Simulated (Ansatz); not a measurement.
# Hf2S (P6_3/mmc) in Ansatz: band structure with PBEsol

Aim: the band structure of Hf2S with PBEsol.

Everything below comes from runs of Ansatz 0.2.0. Logs are shortened: lines on timing, memory, paths and dates and some standing lists are left out, and cuts for length are marked.

## (1) Starting point

Symmetry: P6_3/mmc, No. 194, hexagonal system. The conventional cell has a = 3.374 Å, b = 3.374 Å, c = 11.717 Å, α = 90.00°, β = 90.00°, γ = 120.00°. Around Hf (site symmetry 3m) lie 3 S at 2.62 Å. S (site symmetry -6m2) has 6 Hf at 2.62 Å as nearest neighbours.

The cell comes from a database or a generator and needn't be the stable form of this composition.

## (2) Band structure, PBEsol

input.yaml reads:

```yaml
crystal:
  lattice:
    - [3.3742737662, 0.0, 0.0]
    - [-1.6871368831, 2.9222068008, 0.0]
    - [0.0, 0.0, 11.71740703]
  atoms:
    - { symbol: Hf, position: [0.3333333333, 0.6666666667, 0.10018836] }
    - { symbol: Hf, position: [0.6666666667, 0.3333333333, 0.60018836] }
    - { symbol: Hf, position: [0.3333333333, 0.6666666667, 0.39981164] }
    - { symbol: Hf, position: [0.6666666667, 0.3333333333, 0.89981164] }
    - { symbol: S, position: [0.0, 0.0, 0.25] }
    - { symbol: S, position: [0.0, 0.0, 0.75] }
hamiltonian:
  xc: pbesol
  pseudopotentials: { kind: paw }
kpoints:
  mp_grid: { grid: [9, 9, 3] }
  band_path:
    path:
      - [[0.0, 0.0, 0.0], [0.5, 0.0, 0.0], [0.3333333333, 0.3333333333, 0.0], [0.0, 0.0, 0.0], [0.0, 0.0, 0.5], [0.5, 0.0, 0.5], [0.3333333333, 0.3333333333, 0.5], [0.0, 0.0, 0.5]]
      - [[0.5, 0.0, 0.5], [0.5, 0.0, 0.0]]
      - [[0.3333333333, 0.3333333333, 0.0], [0.3333333333, 0.3333333333, 0.5]]
    npoints: 14
scf:
  occupations: { method: fermi_dirac, width: 0.05 }
  n_extra_bands: 15
output:
  forces: true
  stress: true
  eigenvalues: true
  fatbands: true
```

Potentials or basis: Ansatz PAW.

The run is started by

```bash
$ ansatz run input.yaml --threads 2 --pin off --max-ram 5632MiB --backend cpu --events-out ev --progress --plain --runs-dir out
```

Standard output:

```text
Warning: RAYON_NUM_THREADS=2 ignored (pool sized by the plan → 2); use --threads N
scf.n_extra_bands = 15 over 58 filled bands (N_el = 116.0): the run solves 73 bands
Engine: ansatz 0.2.0, aarch64-unknown-linux-gnu
Pseudopotentials: kind: paw
Pseudopotential: Hf, paw, valence charge 26, recommended cutoff 420 eV (normal), Hf.paw.azcp
Pseudopotential: S, paw, valence charge 6, recommended cutoff 420 eV (normal), S.paw.azcp
Functional definition: PBEsol
  exchange = pbesol_x
  correlation = pbesol_c
Crystal: 6 atoms, lattice volume = 115.537 Å³
Basis set: ecut = 420 eV, 2271 PW (Γ), exchange–correlation on 48×48×160 points (8 copies of the dense FFT grid, shifted against one another)
Bands: 73, of which v1, the nominal top of the filled ones, is band 58 counted from 1 (57 counted from 0)
Symmetry: 24 space group operations
Space group: P63/mmc (ITA 194), of the structure as read, at distance tolerance 4.9e-5 Å
k-points: 24 of 243
Non-local potential: Hf, projectors of the file, l = 0: 3, l = 1: 2, l = 2: 2, l = 3: 3
Non-local potential: S, projectors of the file, l = 0: 2, l = 1: 2, l = 2: 2
PAW form: soft (Blöchl's): semilocal exchange-correlation on the pseudo side does not see the compensation charge
PAW frozen core: Hf, regenerated for the run's functional, and the local potential with it (the file was generated under x = pbe(κ = 0.804, μ = 0.2195149727645171), c = pbe(β = 0.06672455060314922))
PAW frozen core: S, regenerated for the run's functional, and the local potential with it (the file was generated under x = pbe(κ = 0.804, μ = 0.2195149727645171), c = pbe(β = 0.06672455060314922))
PAW one-centre angular grid: Hf, 590 points (default); XC on 64 Gauss nodes
PAW one-centre angular grid: S, 110 points (default); XC on 64 Gauss nodes
Initial density: superposition of atomic densities (neutral atoms: chi_scale 0, normalization atom), corrected by the library's trained network
Initial wavefunctions: pseudopotential atomic-orbital guess
Functional: x = pbesol(κ = 0.804, μ = 0.12345679012345678), c = pbesol(β = 0.046)
SCF iter   1: F=—  HF=-64168.524390 eV  |F-HF|=—  |Δ(HF+E_count)|=         —  Δρ=4.99e-3  dr2=5.23e-2  ethr=1.77e-3  ⟨swp⟩=5.6  Hψ=5828  notcnv=0  defer=20
preconditioner: auto → Kerker (q_TF=auto, 2.730 Å⁻¹)  [metal: Δε(μ)=0.026 eV  Ē_g=17.539 eV  σ=0.050 eV  W_gap=0.13  n_scr=52 (ndim 8)  ℏωp=35.9 eV  f_vac=0.000  D(μ)=2.93/eV (n_scr^D=6)]
SCF iter   2: F=—  HF=-64168.520895 eV  |F-HF|=—  |Δ(HF+E_count)|=   3.50e-3  Δρ=3.16e-3  dr2=2.43e-2  ethr=4.51e-5  ⟨swp⟩=1.3  Hψ=2029  notcnv=0  defer=50
SCF iter   3: F=—  HF=-64168.516580 eV  |F-HF|=—  |Δ(HF+E_count)|=   4.32e-3  Δρ=6.99e-4  dr2=1.37e-3  ethr=2.10e-5  ⟨swp⟩=2.0  Hψ=2588  notcnv=0  defer=50
SCF iter   4: F=—  HF=-64168.516287 eV  |F-HF|=—  |Δ(HF+E_count)|=   2.93e-4  Δρ=4.25e-4  dr2=4.19e-4  ethr=1.18e-6  ⟨swp⟩=2.0  Hψ=2591  notcnv=0  defer=50
SCF iter   5: F=—  HF=-64168.516112 eV  |F-HF|=—  |Δ(HF+E_count)|=   1.75e-4  Δρ=1.93e-4  dr2=4.17e-5  ethr=3.61e-7  ⟨swp⟩=2.0  Hψ=2657  notcnv=0  defer=50
SCF iter   6: F=—  HF=-64168.516153 eV  |F-HF|=—  |Δ(HF+E_count)|=   4.12e-5  Δρ=6.00e-5  dr2=7.07e-6  ethr=3.60e-8  ⟨swp⟩=2.0  Hψ=1725  notcnv=0  defer=50
SCF iter   7: F=—  HF=-64168.516152 eV  |F-HF|=—  |Δ(HF+E_count)|=   7.56e-7  Δρ=1.27e-5  dr2=2.67e-7  ethr=6.10e-9  ⟨swp⟩=2.0  Hψ=2661  notcnv=0  defer=50
SCF iter   8: F=-64168.516152 eV  HF=-64168.516152 eV  |F-HF|=6.88e-9  |Δ(HF+E_count)|=   1.16e-8  Δρ=2.77e-6  dr2=1.28e-8  ethr=8.62e-11  ⟨swp⟩=8.8  Hψ=7411  notcnv=0
SCF 1 converged in 8 iterations: F = -64168.516152 eV  dr2 = 1.28e-8
NSCF: frozen V_eff on 129 k-points
SCF converged after 8 iterations
Free energy (F): -64168.516152 eV
Harris-Foulkes:  -64168.516152 eV  (|F-HF|=6.88e-9)
Internal energy: -64168.492084 eV  (E = F + TS)
E sigma→0 (E₀):  -64168.504118 eV
Entropy (-TS):   -0.024069 eV (-4.011 meV/atom)
Fermi energy:    18.374728 eV
--- Per-component energies (eV) ---
  E_band       = 64.736985
  E_kinetic    = 1911.832631
  E_local      = -22284.501118  (includes V_loc(G=0)·N_el)
  E_nonlocal   = -4898.867094
  E_hartree    = 10452.956823
  E_xc         = -1385.186723
  E_vxc        = -1241.598468  (∫ρ·V_xc dr)
  E_paw        = -28395.634474  (= ΣΔE_a)
  E_vpaw       = 5671.965732  (= ΣTr[D̂ρ^β])
  E_aug_tail   = -0.000002  (compensation charges beyond the density's cutoff)
  E_ewald      = -19574.220391
  E_core_change = 5.128265  (= ΣΔE_core)
  E_smearing   = -0.024069  (= −TS)
  E_closure    = -0.000000  (closes the sum)
  Σ components = -64168.516152   (vs F -64168.516152, Δ=0.00e0)
--- Forces (eV/Å), atoms counted from 1 ---
  atom   1  Hf     0.00000000     0.00000000     0.15215226
  atom   2  Hf    -0.00000000    -0.00000000     0.15215226
  atom   3  Hf     0.00000000     0.00000000    -0.15215226
  atom   4  Hf     0.00000000    -0.00000000    -0.15215226
  atom   5  S      0.00000000     0.00000000     0.00000000
  atom   6  S      0.00000000     0.00000000     0.00000000
  max |Σ_I F_I| component: 3.70e-17 eV/Å
--- Stress (GPa, compression-positive) ---
       -3.122097       0.000000       0.000000
        0.000000      -3.122097      -0.000000
        0.000000      -0.000000      -2.197707
  P = ⅓ Tr σ = -2.8140 GPa (-28.140 kbar)
--- Band table (eV; the first three rows and the last of 24) ---
  k-point 0: bands = ["-43.8613", "-43.8583", "-43.8134", "-43.8104", "-12.9093", "-12.7921", "-12.4489", "-12.3793", "-12.3793", "-12.3700", "-12.3700", "-12.3205", "-12.2765", "-12.2765", "-12.2670", "-12.2670", "2.9336", "3.0563", "6.1628", "6.1643", "6.1643", "6.1744", "6.1761", "6.1761", "6.1764", "6.1764", "6.1818", "6.1818", "6.1873", "6.1890", "6.2002", "6.2057", "6.2085", "6.2097", "6.2097", "6.2104", "6.2104", "6.2126", "6.2161", "6.2161", "6.2232", "6.2232", "6.2474", "6.2474", "6.2513", "6.2514", "10.4326", "11.3796", "13.7475", "14.8873", "14.8873", "15.0826", "15.0826", "15.2720", "16.7792", "18.1896", "18.2896", "18.7443", "18.7443", "18.8394", "18.8394", "19.1048", "19.1048", "20.1927", "20.1927", "20.9030", "21.1162", "21.1162", "21.4368", "21.5149", "21.5149", "22.1916", "22.1916"]
  k-point 1: bands = ["-43.8606", "-43.8591", "-43.8126", "-43.8111", "-12.8852", "-12.8282", "-12.4100", "-12.3771", "-12.3771", "-12.3725", "-12.3725", "-12.3473", "-12.2740", "-12.2740", "-12.2692", "-12.2692", "2.9636", "3.0249", "6.1647", "6.1665", "6.1665", "6.1700", "6.1719", "6.1719", "6.1783", "6.1783", "6.1806", "6.1806", "6.1888", "6.1909", "6.1987", "6.2026", "6.2115", "6.2116", "6.2116", "6.2123", "6.2123", "6.2133", "6.2161", "6.2161", "6.2206", "6.2206", "6.2474", "6.2474", "6.2513", "6.2513", "10.6201", "11.0751", "14.1750", "14.9150", "14.9333", "14.9333", "15.0307", "15.0307", "16.9542", "17.4561", "18.6671", "18.6671", "18.7409", "18.7409", "19.2121", "19.5242", "19.5242", "20.2106", "20.2286", "20.2286", "20.7097", "20.7097", "21.1721", "21.1721", "22.1350", "22.7665", "22.7665"]
  k-point 2: bands = ["-43.8579", "-43.8550", "-43.8126", "-43.8096", "-12.8920", "-12.7792", "-12.5041", "-12.4410", "-12.3933", "-12.3838", "-12.3699", "-12.3173", "-12.3077", "-12.2927", "-12.2823", "-12.2726", "3.0565", "3.1557", "6.1648", "6.1651", "6.1666", "6.1752", "6.1764", "6.1768", "6.1773", "6.1798", "6.1807", "6.1845", "6.1905", "6.1932", "6.2040", "6.2040", "6.2077", "6.2078", "6.2086", "6.2107", "6.2120", "6.2145", "6.2153", "6.2194", "6.2202", "6.2226", "6.2434", "6.2436", "6.2467", "6.2469", "10.6981", "11.5465", "13.6288", "14.3219", "14.7335", "14.7859", "14.9864", "15.5321", "16.4438", "17.5364", "18.4521", "18.5531", "18.7418", "18.9218", "19.0753", "19.1326", "19.5618", "20.1923", "20.5826", "20.6947", "20.9583", "21.1572", "21.1787", "21.3367", "22.2671", "22.4425", "22.8287"]
  k-point 23: bands = ["-43.8175", "-43.8175", "-43.8147", "-43.8147", "-12.7403", "-12.7403", "-12.6983", "-12.6983", "-12.6821", "-12.6712", "-12.4866", "-12.4752", "-12.4115", "-12.4115", "-12.3631", "-12.3631", "4.2156", "4.2216", "6.1755", "6.1755", "6.1773", "6.1856", "6.1869", "6.1869", "6.1877", "6.1927", "6.1929", "6.1929", "6.1960", "6.1960", "6.2001", "6.2024", "6.2027", "6.2027", "6.2070", "6.2070", "6.2140", "6.2140", "6.2189", "6.2189", "6.2360", "6.2360", "6.2364", "6.2364", "6.2522", "6.2730", "11.8457", "11.8457", "12.0376", "12.0376", "12.7234", "12.7794", "16.5526", "16.6638", "17.0771", "17.0771", "17.5114", "17.5114", "18.4668", "18.4668", "20.3482", "20.6580", "21.1581", "21.1581", "21.5665", "21.5665", "21.9843", "22.4374", "22.4374", "22.6082", "23.6830", "23.6830", "24.4721"]
```

Run time: 35 s. Hardware: 2 threads of Arm Neoverse V1, shared host; peak memory 0.73 GiB.

Results:

```yaml
Free_energy: -64168.5162 eV
Pressure: -2.8 GPa
Largest_force: 0.152 eV/Å
Band_gap_on_the_k_mesh: none (metal or under the smearing width)
```

Forces in eV/Å, atoms in the order of the input:
```
Hf   0.000  0.000  0.152
Hf   0.000  0.000  0.152
Hf   0.000  0.000 -0.152
Hf   0.000  0.000 -0.152
S    0.000  0.000  0.000
S    0.000  0.000  0.000
```

Stress tensor (GPa, compression positive):
```
-3.12  0.00  0.00
 0.00 -3.12  0.00
 0.00  0.00 -2.20
```

Levels at the corners of the path, in eV from the Fermi level:
```
point  band 54  band 55  band 56  band 57  band 58  band 59  band 60  band 61  band 62  band 63
    Γ    -3.10    -1.60    -0.19    -0.09     0.37     0.37     0.46     0.46     0.73     0.73
    M    -2.48    -1.86    -1.39    -1.28    -0.82    -0.53     0.75     0.99     2.43     3.19
    K    -1.65    -1.21    -1.21    -0.97    -0.97     0.06     0.06     1.83     2.47     3.08
    Γ    -3.10    -1.60    -0.19    -0.09     0.37     0.37     0.46     0.46     0.73     0.73
    A    -3.39    -1.21    -1.21     0.31     0.31     0.31     0.31     1.35     1.35     1.52
    L    -2.42    -1.82    -1.82    -1.07    -1.07     0.29     0.29     1.32     1.32     3.75
    H    -1.77    -1.32    -1.32    -0.84    -0.84     0.11     0.11     2.12     2.12     2.69
    A    -3.39    -1.21    -1.21     0.31     0.31     0.31     0.31     1.35     1.35     1.52
    L    -2.42    -1.82    -1.82    -1.07    -1.07     0.29     0.29     1.32     1.32     3.75
    M    -2.48    -1.86    -1.39    -1.28    -0.82    -0.53     0.75     0.99     2.43     3.19
    K    -1.65    -1.21    -1.21    -0.97    -0.97     0.06     0.06     1.83     2.47     3.08
    H    -1.77    -1.32    -1.32    -0.84    -0.84     0.11     0.11     2.12     2.12     2.69
```

Caveat: spin-orbit coupling is left out, which moves the levels of the heavy elements; the PAW data sets come from PBE, with cores solved anew for the run's functional, which leaves a small shift of forces and pressure.
